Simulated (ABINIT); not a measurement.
An input for ABINIT 10.8.3 (LiCl (Fm-3m)):

```
acell 3*1.0 Angstrom
rprim 
  0.000000000000 2.571500000000 2.571500000000
  2.571500000000 0.000000000000 2.571500000000
  2.571500000000 2.571500000000 -0.000000000000
ntypat 2
znucl 3 17
natom 2
typat 1 2
xred 
  0.000000000000 0.000000000000 0.000000000000
  0.500000000000 0.500000000000 0.500000000000
pp_dirpath "pseudos"
pseudos "Li.upf, Cl.upf"
ecut 33
ngkpt 4 4 4
nshiftk 1
shiftk 0 0 0
kptopt 1
chksymbreak 0
istwfk *1
occopt 1
irdwfk 1
optdriver 4
nband 161
gwcalctyp 28
ecutsigx 33
symsigma 0
nkptgw 8
kptgw 
  0.0000000000 0.0000000000 0.0000000000
  0.2500000000 0.0000000000 0.0000000000
  0.5000000000 0.0000000000 0.0000000000
  0.2500000000 0.2500000000 0.0000000000
  0.5000000000 0.2500000000 0.0000000000
  -0.2500000000 0.2500000000 0.0000000000
  0.5000000000 0.5000000000 0.0000000000
  -0.2500000000 0.5000000000 0.2500000000
bdgw 
  1 11
  1 11
  1 11
  1 11
  1 11
  1 11
  1 11
  1 11
ecuteps 8
irdscr 1
ppmodel 1
irdqps 1
rhoqpmix 0.3
indata_prefix "in"
outdata_prefix "out"
tmpdata_prefix "tmp"
```

```sh
OMP_NUM_THREADS=1 mpirun -n 4 abinit run.abi > log
```

**Question.** Estimate wall time and host memory on 4 MPI ranks of AMD EPYC 7571, shared host.

It took 8.6 min; on shared hardware allow 4.3 min to 17 min. Peak host memory was 1.0 GiB.

[Paths, hosts, dates, memory and timing lines, banners, echoed tables and standing remarks are left out of the program output.]

[Logs are printed without paths, hosts, clocks, repeated set-up lines and the standing remarks that a program may print on its own settings, such as how far it seeks lower states.]

[Runs of the session that timed out or met a known fault of the program may be left out.]

[No measured gap is set beside runs whose start may be inverted or whose files or cutoffs have a known fault.]

[Hosts, paths, dates, database ids (printed as entryN), source tags and the programs' standing remarks are cut or masked in the printed files.]

[G0W0 gaps are taken among the corrected bands and points alone; a level outside them can change the order at an edge.]

[Where Ansatz stands beside ABINIT at settings called matched, ABINIT's density can come from a denser mesh and the files from another edition; pairs whose starting gaps differed by over 0.03 eV were left out, so agreement reads better than it is.]
